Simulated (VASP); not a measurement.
ZrB3, 4 atoms in the cell. It takes space group I4/mmm (No. 139, tetragonal). The conventional cell has a = 3.439 Å, b = 3.439 Å, c = 7.963 Å, α = 90.00°, β = 90.00°, γ = 90.00°. Zr (site symmetry 4/mmm) has 12 B at 2.43 to 2.63 Å as nearest neighbours. B (site symmetry -4m2) has 8 B at 2.43 to 2.63 Å and 4 Zr at 2.63 Å as nearest neighbours. B (site symmetry 4/mmm) has 4 Zr at 2.43 Å and 8 B at 2.63 Å as nearest neighbours. The cell comes from a database or a generator and needn't be the stable form of this composition. The cell isn't the ideal one: In replaced by B, lengths x 0.826, strained and moved within the space group.

| Property | Result |
| --- | --- |
| Program | VASP 6.6.1 |
| Task | single point |
| Functional | PBE |
| Potentials or basis | VASP PAW PBE potentials, release 64 (Zr_sv, B) |
| Cutoff | 520 eV |
| k mesh | 8 × 8 × 8 |
| Occupations | gaussian, width 0.1 eV |
| Spin | no spin polarisation |
| Dipole correction | no |
| Further INCAR settings | ALGO = Normal; EDIFF = 1e-07; NBANDS = 18 |

Potentials or basis: VASP PAW PBE potentials, release 64 (Zr_sv, B).

Command:

```console
$ cat potpaw_PBE.64/Zr_sv/POTCAR potpaw_PBE.64/B/POTCAR > POTCAR
$ mpirun -np 1 vasp_std > vasp.out
```

Hardware: 1 thread of Intel(R) Xeon(R) Platinum 8559C (Emerald Rapids), on a shared host.

**Question.** How long does it take, and how much memory?

**Answer.** It took 34 s on 1 thread of Intel(R) Xeon(R) Platinum 8559C (Emerald Rapids), with other jobs on the host, peak memory 0.21 GiB. Counts: scf iterations 13, k points 59.
